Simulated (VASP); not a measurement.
# C (C2/m) in VASP: a series of runs

Aim: see how the results for C move with the level of theory and the settings. Levels: SCAN, TPSS, TB-mBJ, LDA. Tasks: band structure, G0W0 quasiparticle levels.

Everything below comes from runs of VASP 6.6.1. Logs are shortened: lines on timing, memory, paths and dates and some standing lists are left out, and cuts for length are marked.

## 1. The crystal as given

The structure is monoclinic, space group C2/m (No. 12). Conventional cell: a = 4.255 Å, b = 2.457 Å, c = 3.765 Å, α = 90.00°, β = 111.49°, γ = 90.00°. Around C (site symmetry m) lie 3 C at 1.42 Å.

This is a stacking variant of graphite.

## 2. Band structure, SCAN

The input, INCAR:

```
SYSTEM = C
PREC = Accurate ; ENCUT = 520
EDIFF = 1E-6 ; ISMEAR = -1
SIGMA = 0.05 ; LREAL = .False.
LASPH = .True. ; NELM = 80
ALGO = Normal ; ISIF = 2
LWAVE = .False. ; LCHARG = .False.
METAGGA = SCAN ; LMIXTAU = .True.
NBANDS = 11
```

The input, KPOINTS:

```
regular mesh
0
Gamma
  13 13 8
  0 0 0
```

The input, POSCAR:

```
C
1.0
    2.1273203072     -1.2282824400      0.0000000000
    2.1273203072      1.2282824400      0.0000000000
   -1.3790696309      0.0000000000      3.5028300786
C
2
Direct
    0.1666444700      0.1666444700      0.9999069600
    0.8333555300      0.8333555300      0.0000930400
```

The input, KPOINTS_OPT:

```
path GYFLI,I1ZF1,YX1,XGN,MG
15
line-mode
reciprocal
 0.0000000000  0.0000000000  0.0000000000  G
 0.5000000000  0.5000000000 -1.0000000000  Y

 0.5000000000  0.5000000000 -1.0000000000  Y
 0.4123194886  0.4123194886 -1.1190266490  F

 0.4123194886  0.4123194886 -1.1190266490  F
 0.5000000000  0.5000000000 -0.5000000000  L

 0.5000000000  0.5000000000 -0.5000000000  L
 0.6935932999  0.3064067001 -0.5000000000  I

 0.3064067001 -0.3064067001  0.5000000000  I1
 0.0000000000  0.0000000000  0.5000000000  Z

 0.0000000000  0.0000000000  0.5000000000  Z
 0.5876805114  0.5876805114  0.1190266490  F1

 0.5000000000  0.5000000000 -1.0000000000  Y
 0.6104897536  0.3895102464 -1.0000000000  X1

 0.3895102464 -0.3895102464  0.0000000000  X
 0.0000000000  0.0000000000  0.0000000000  G

 0.0000000000  0.0000000000  0.0000000000  G
 0.5000000000  0.0000000000 -0.5000000000  N

 0.5000000000  0.0000000000  0.0000000000  M
 0.0000000000  0.0000000000  0.0000000000  G
```

Potentials or basis: VASP PAW PBE potentials, release 64 (C).

Launch:

```sh
$ cat potpaw_PBE.64/C/POTCAR > POTCAR
$ mpirun -np 1 vasp_std > vasp.out
```

OUTCAR:

```text
SYSTEM = C
   PREC = Accurate
   ENCUT = 520
   EDIFF = 1E-6
   ISMEAR = -1
   LREAL = .False.
   LASPH = .True.
   NELM = 80
   ISIF = 2
   METAGGA = SCAN

 ion  position               nearest neighbor table
   1  0.167  0.167  1.000-   2 1.42   2 1.42   2 1.42
   2  0.833  0.833  0.000-   1 1.42   1 1.42   1 1.42

  LATTYP: Found a base centered monoclinic cell.
 ALAT       =     4.2546406144
 B/A-ratio  =     0.5773848141
 C/A-ratio  =     0.8848045598
 COS(beta)  =    -0.3663329314

  Lattice vectors:

 A1 = (   2.1273203072,  -1.2282824400,   0.0000000000)
 A2 = (   2.1273203072,   1.2282824400,   0.0000000000)
 A3 = (  -1.3790696309,   0.0000000000,   3.5028300786)

Analysis of symmetry for initial positions (statically):
=====================================================================
 Subroutine PRICEL returns:
 Original cell was already a primitive cell.

 Routine SETGRP: Setting up the symmetry group for a
 base centered monoclinic supercell.

 Subroutine GETGRP returns: Found  4 space group operations
 (whereof  4 operations were pure point group operations)
 out of a pool of  4 trial point group operations.

The static configuration has the point symmetry C_2h.

Analysis of symmetry for dynamics (positions and initial velocities):
=====================================================================
 Subroutine PRICEL returns:
 Original cell was already a primitive cell.

 Routine SETGRP: Setting up the symmetry group for a
 base centered monoclinic supercell.

 Subroutine GETGRP returns: Found  4 space group operations
 (whereof  4 operations were pure point group operations)
 out of a pool of  4 trial point group operations.

The dynamic configuration has the point symmetry C_2h.

 Subroutine INISYM returns: Found  4 space group operations
 (whereof  4 operations are pure point group operations),
 and found     1 'primitive' translations

----------------------------------------------------------------------------------------

                                     Primitive cell

  volume of cell :      18.3054

  direct lattice vectors                    reciprocal lattice vectors
     2.127320307 -1.228282440  0.000000000     0.235037478 -0.407072497  0.092534619
     2.127320307  1.228282440  0.000000000     0.235037478  0.407072497  0.092534619
    -1.379069631  0.000000000  3.502830079     0.000000000  0.000000000  0.285483446

  length of vectors
     2.456454649  2.456454649  3.764525416     0.479075453  0.479075453  0.285483446

  position of ions in fractional coordinates (direct lattice)
     0.166644470  0.166644470  0.999906960
     0.833355530  0.833355530  0.000093040

  ion indices of the primitive-cell ions
   primitive index   ion index
                 1           1
                 2           2

----------------------------------------------------------------------------------------

 KPOINTS: regular mesh

Automatic generation of k-mesh.
 Grid dimensions read from file:
 generate k-points for:   13   13    8

 Generating k-lattice:

  Cartesian coordinates                     Fractional coordinates (reciprocal lattice)
     0.018079806 -0.031313269  0.007118048     0.076923077 -0.000000000  0.000000000
     0.018079806  0.031313269  0.007118048    -0.000000000  0.076923077  0.000000000
     0.000000000  0.000000000  0.035685431     0.000000000  0.000000000  0.125000000

  Length of vectors
     0.036851958  0.036851958  0.035685431

  Shift w.r.t. Gamma in fractional coordinates (k-lattice)
     0.000000000  0.000000000  0.000000000

 Subroutine IBZKPT returns following result:
 ===========================================

 Found    371 irreducible k-points:

 Following reciprocal coordinates:
            Coordinates               Weight
  0.000000  0.000000  0.000000      1.000000
  0.076923 -0.000000  0.000000      4.000000
  0.153846  0.000000 -0.000000      4.000000
  0.230769 -0.000000 -0.000000      4.000000
  0.307692  0.000000 -0.000000      4.000000
  0.384615  0.000000 -0.000000      4.000000
[... 16 lines left out ...]
  0.384615  0.153846 -0.000000      4.000000
  0.461538  0.153846  0.000000      4.000000
 [... further k-points ...]
   k-points           NKPTS =    371   k-points in BZ     NKDIM =    371   number of bands    NBANDS=     11
   number of dos      NEDOS =    301   number of ions     NIONS =      2
   total plane-waves  NPLWV =   9072
   dimension x,y,z NGX =    18 NGY =   18 NGZ =   28
   dimension x,y,z NGXF=    36 NGYF=   36 NGZF=   56
   ions per type =               2
   NGX,Y,Z   is equivalent  to a cutoff of  12.18, 12.18, 12.37 a.u.
   NGXF,Y,Z  is equivalent  to a cutoff of  24.36, 24.36, 24.73 a.u.
 SYSTEM =  C
   PREC   = accura    normal or accurate (medium, high low for compatibility)
   ISTART =      0    job   : 0-new  1-cont  2-samecut
   ICHARG =      2    charge: 1-file 2-atom 10-const
   ISPIN  =      1    spin polarized calculation?
   LNONCOLLINEAR =      F non collinear calculations
   LSORBIT =      F    spin-orbit coupling
   LASPH  =      T    aspherical Exc in radial PAW
   ENCUT  =  520.0 eV  38.22 Ry    6.18 a.u.   4.57  4.57  7.00*2*pi/ulx,y,z
   NELM   =     80;   NELMIN=  2; NELMDL= -5     # of ELM steps
   EDIFF  = 0.1E-05   stopping-criterion for ELM
   LREAL  =      F    real-space projection
   EDIFFG = 0.1E-04   stopping-criterion for IOM
   NSW    =      0    number of steps for IOM
   IBRION =     -1    ionic relax: 0-MD 1-quasi-New 2-CG
   NFREE  =      0    steps in history (QN), initial steepest desc. (CG)
   ISIF   =      2    stress and relaxation
   ISYM   =      2    0-nonsym 1-usesym 2-fastsym
   POTIM  = 0.5000    time-step for ionic-motion
   TEBEG  =    0.0;   TEEND  =   0.0 temperature during run
   PSTRESS=    0.0 pullay stress
   NELECT =       8.0000    total number of electrons
   NUPDOWN=      -1.0000    fix difference up-down
   EMIN   =  10.00;   EMAX   =-10.00  energy-range for DOS
   EFERMI =   0.00;   METHOD = LEGACY
   ISMEAR =    -1;   SIGMA  =   0.05  broadening in eV -4-tet -1-fermi 0-gaus
   EFERMI_NEDOS =   21; number of points for ismear=-14 and -15
   IALGO  =     38    algorithm
   IMIX   =      4    mixing-type and parameters
     AMIX     =   0.40;   BMIX     =  1.00
     AMIX_MAG =   1.60;   BMIX_MAG =  1.00
  volume/ion in A,a.u.               =       9.15        61.77
  Fermi-wavevector in a.u.,A,eV,Ry     =   1.242352  2.347705 20.999765  1.543439
  Thomas-Fermi vector in A             =   2.376710
   LORBIT       =      0    0 simple, 1 ext, 2 COOP (PROOUT), +10 PAW based schemes
   METAGGA = SCAN    functional components
   LHFCALC =     F    Hartree Fock is set to
   AEXX    =    0.0000 exact exchange contribution
   IVDW    =     0    specifies the selected vdW correction
   LEPSILON=     F    determine dielectric tensor
   LRPA    =     F    only Hartree local field effects (RPA)
 non-spin polarized calculation
  energy-cutoff  :      520.00
  volume of cell :       18.31
 maximum number of plane-waves:       506
   NGX =  9   NGY =  9   NGZ = 13

 number of electron       8.0000000 magnetization

 Free energy of the ion-electron system (eV)
  ---------------------------------------------------
  ext. energy  EPLUGINS =         0.00000000
  ---------------------------------------------------
  free energy    TOTEN  =       -20.19090056 eV

  energy without entropy =      -20.19089987  energy(sigma->0) =      -20.19090022

 E-fermi :   4.4195     XC(G=0): -10.8182

 val. band max:        3.9468992732   @ k =  -0.3077   0.3077   0.0000
 cond. band min:       4.9256742727   @ k =  -0.3077   0.3846   0.3750
 fundamental gap:      0.9787749996
 Fermi energy:         4.4195250531

 k-point     1 :       0.0000    0.0000    0.0000
  band No.  band energies     occupation
      1     -16.5169      2.00000
      2      -2.8837      2.00000
      3       0.9861      2.00000
      4       0.9875      2.00000
      5       8.2047      0.00000
      6      13.2957      0.00000
      7      13.2958      0.00000
      8      16.8038      0.00000
      9      17.8479      0.00000
     10      28.0612      0.00000
     11      29.4269      0.00000

 k-point     2 :       0.0769   -0.0000    0.0000
  band No.  band energies     occupation
      1     -16.3671      2.00000
      2      -2.7240      2.00000
      3       0.4026      2.00000
      4       0.6891      2.00000
      5       8.4129      0.00000
      6      13.3567      0.00000
      7      13.9195      0.00000
      8      16.2461      0.00000
      9      18.1196      0.00000
     10      28.5231      0.00000
     11      28.8181      0.00000

 k-point     3 :       0.1538    0.0000   -0.0000
  band No.  band energies     occupation
      1     -15.9193      2.00000
      2      -2.2481      2.00000
      3      -1.1044      2.00000
      4      -0.0348      2.00000
      5       9.0358      0.00000
      6      13.3349      0.00000
      7      14.7650      0.00000
      8      15.6055      0.00000
      9      18.9782      0.00000
     10      26.8428      0.00000
     11      29.5744      0.00000
[... 267 lines left out ...]
 k-point    23 :       0.3846    0.1538   -0.0000
  band No.  band energies     occupation
      1     -13.6950      2.00000
      2      -5.2103      2.00000
      3      -3.1326      2.00000
      4      -0.2040      2.00000
      5       9.9203      0.00000
      6      12.7049      0.00000
      7      15.0897      0.00000
      8      17.6868      0.00000
      9      20.5381      0.00000
     10      23.7843      0.00000
     11      27.2634      0.00000

 k-point    24 :       0.4615    0.1538    0.0000
  band No.  band energies     occupation
      1     -12.4232      2.00000
      2      -7.1219      2.00000
      3      -3.7956      2.00000
      4       1.0554      2.00000
      5       8.0550      0.00000
      6      14.3165      0.00000
      7      14.9673      0.00000
      8      18.4096      0.00000
      9      19.8764      0.00000
     10      23.4273      0.00000
     11      28.0693      0.00000

 [... further k-points ...]

------------------------ aborting loop because EDIFF is reached ----------------------------------------

  FORCE on cell =-STRESS in cart. coord.  units (eV):
  Direction    XX          YY          ZZ          XY          YZ          ZX
  --------------------------------------------------------------------------------------
  -------------------------------------------------------------------------------------
  Total       -0.1852166     -0.1928905     -0.0127305      0.0000000      0.0000000     -0.0041440
  in kB      -16.2110185    -16.8826746     -1.1142308      0.0000000      0.0000000     -0.3627020
  external PRESSURE =     -11.4026413 kB  Pullay stress =       0.0000000 kB

 VOLUME and BASIS-vectors are now :
 -----------------------------------------------------------------------------
  energy-cutoff  :      520.00
  volume of cell :       18.31
      direct lattice vectors                 reciprocal lattice vectors
     2.127320307 -1.228282440  0.000000000     0.235037478 -0.407072497  0.092534619
     2.127320307  1.228282440  0.000000000     0.235037478  0.407072497  0.092534619
    -1.379069631  0.000000000  3.502830079     0.000000000  0.000000000  0.285483446

 POSITION                                       TOTAL-FORCE (eV/Angst)
 -----------------------------------------------------------------------------------
     -0.66993      0.00000      3.50250         0.004252      0.000000      0.013856
      3.54550      0.00000      0.00033        -0.004252      0.000000     -0.013856
 -----------------------------------------------------------------------------------
    total drift:                               -0.000000     -0.000000      0.000000

  FREE ENERGIE OF THE ION-ELECTRON SYSTEM (eV)
  ---------------------------------------------------
  free  energy   TOTEN  =       -20.1909005637 eV

  energy  without entropy=      -20.1908998710  energy(sigma->0) =      -20.19090022
```

It took 2.6 min on 1 thread of Intel Xeon 6975P-C (Granite Rapids), shared host; peak memory 0.2 GiB.

What came out:

```yaml
Free_energy: -20.1909 eV
Pressure: -1.1 GPa
Largest_force: 0.014 eV/Å
Band_gap_along_the_path: 0.35 eV, direct
```

Forces on the atoms (eV/Å):
```
C    0.004  0.000  0.014
C   -0.004  0.000 -0.014
```

Levels at the corners of the path, in eV from the valence-band top:
```csv
point,band 1,band 2,band 3,band 4,band 5,band 6,band 7,band 8
Γ,-20.71,-7.08,-3.21,-3.21,4.01,9.10,9.10,12.61
Y,-15.09,-13.87,-6.74,-2.63,1.62,7.85,13.47,14.90
Y,-15.09,-13.87,-6.74,-2.63,1.62,7.85,13.47,14.90
F,-16.54,-12.19,-6.54,-3.04,2.83,8.03,9.99,16.49
F,-16.54,-12.19,-6.54,-3.04,2.83,8.03,9.99,16.49
L,-15.16,-13.93,-6.71,-2.10,2.19,8.15,12.17,12.65
L,-15.16,-13.93,-6.71,-2.10,2.19,8.15,12.17,12.65
I,-14.05,-12.74,-10.73,-1.12,1.27,10.94,13.91,14.24
I1,-14.05,-12.74,-10.73,-1.12,1.27,10.94,13.91,14.24
Z,-20.50,-8.71,-3.22,-3.22,9.06,9.06,9.92,12.77
Z,-20.50,-8.71,-3.22,-3.22,9.06,9.06,9.92,12.77
F1,-16.54,-12.19,-6.54,-3.04,2.83,8.03,9.99,16.49
Y,-15.09,-13.87,-6.74,-2.63,1.62,7.85,13.47,14.90
X1,-14.30,-13.22,-9.69,-1.50,1.37,11.62,11.87,15.59
X,-14.30,-13.22,-9.69,-1.50,1.37,11.62,11.87,15.59
Γ,-20.71,-7.08,-3.21,-3.21,4.01,9.10,9.10,12.61
Γ,-20.71,-7.08,-3.21,-3.21,4.01,9.10,9.10,12.61
N,-15.09,-13.87,-6.74,-2.67,1.57,7.85,13.57,15.14
M,-15.17,-13.93,-6.71,-2.05,2.25,8.15,12.08,12.49
Γ,-20.71,-7.08,-3.21,-3.21,4.01,9.10,9.10,12.61
```

Caveat: the PAW data sets were made with another functional, which shifts forces and pressure a little.

## 3. Band structure, TPSS

INCAR: that of step 2 with these lines changed.

```diff
@@ -7,3 +7,3 @@
 LWAVE = .False. ; LCHARG = .False.
-METAGGA = SCAN ; LMIXTAU = .True.
+METAGGA = TPSS ; LMIXTAU = .True.
 NBANDS = 11
```

KPOINTS is that of step 2.

POSCAR is that of step 2.

KPOINTS_OPT is that of step 2.

Potentials or basis: VASP PAW PBE potentials, release 64 (C).

Launch:

```sh
$ cat potpaw_PBE.64/C/POTCAR > POTCAR
$ mpirun -np 1 vasp_std > vasp.out
```

Run time: 2.5 min. Hardware: 1 thread of Intel Xeon 6975P-C (Granite Rapids), shared host; peak memory 0.2 GiB.

It converged, with:

| Property | Result |
| --- | --- |
| Free energy | -21.2055 eV |
| Pressure | 3.5 GPa |
| Largest force | 0.009 eV/Å |
| Band gap along the path | 0.35 eV, direct |

Forces on the atoms (eV/Å):
```
C   -0.002  0.000  0.009
C    0.002  0.000 -0.009
```

Stress tensor (GPa, compression positive):
```
 4.20  0.00 -0.03
 0.00  4.12  0.00
-0.03  0.00  2.10
```

Levels at the corners of the path, in eV from the valence-band top:
```
point  band 2  band 3  band 4  band 5  band 6  band 7
    Γ   -6.86   -2.94   -2.93    4.24    8.89    8.89
    Y  -13.40   -6.41   -2.53    1.62    7.66   13.38
    Y  -13.40   -6.41   -2.53    1.62    7.66   13.38
    F  -11.73   -6.21   -2.94    2.77    7.83   10.09
    F  -11.73   -6.21   -2.94    2.77    7.83   10.09
    L  -13.45   -6.37   -2.03    2.14    7.94   12.16
    L  -13.45   -6.37   -2.03    2.14    7.94   12.16
    I  -12.24  -10.36   -1.07    1.23   10.94   13.74
   I1  -12.24  -10.36   -1.07    1.23   10.94   13.74
    Z   -8.42   -2.95   -2.95    8.85    8.85    9.95
    Z   -8.42   -2.95   -2.95    8.85    8.85    9.95
   F1  -11.73   -6.21   -2.94    2.77    7.83   10.09
    Y  -13.40   -6.41   -2.53    1.62    7.66   13.38
   X1  -12.74   -9.31   -1.44    1.34   11.58   11.61
    X  -12.74   -9.31   -1.44    1.34   11.58   11.61
    Γ   -6.86   -2.94   -2.93    4.24    8.89    8.89
    Γ   -6.86   -2.94   -2.93    4.24    8.89    8.89
    N  -13.39   -6.41   -2.57    1.57    7.66   13.47
    M  -13.45   -6.37   -1.98    2.19    7.95   12.07
    Γ   -6.86   -2.94   -2.93    4.24    8.89    8.89
```

Caveat: the PAW data sets were made with another functional, which shifts forces and pressure a little; this functional lacks dispersion, which binds the layers, so the pressure and a relaxed spacing across them are unreliable.

[end of part 1 of 2]
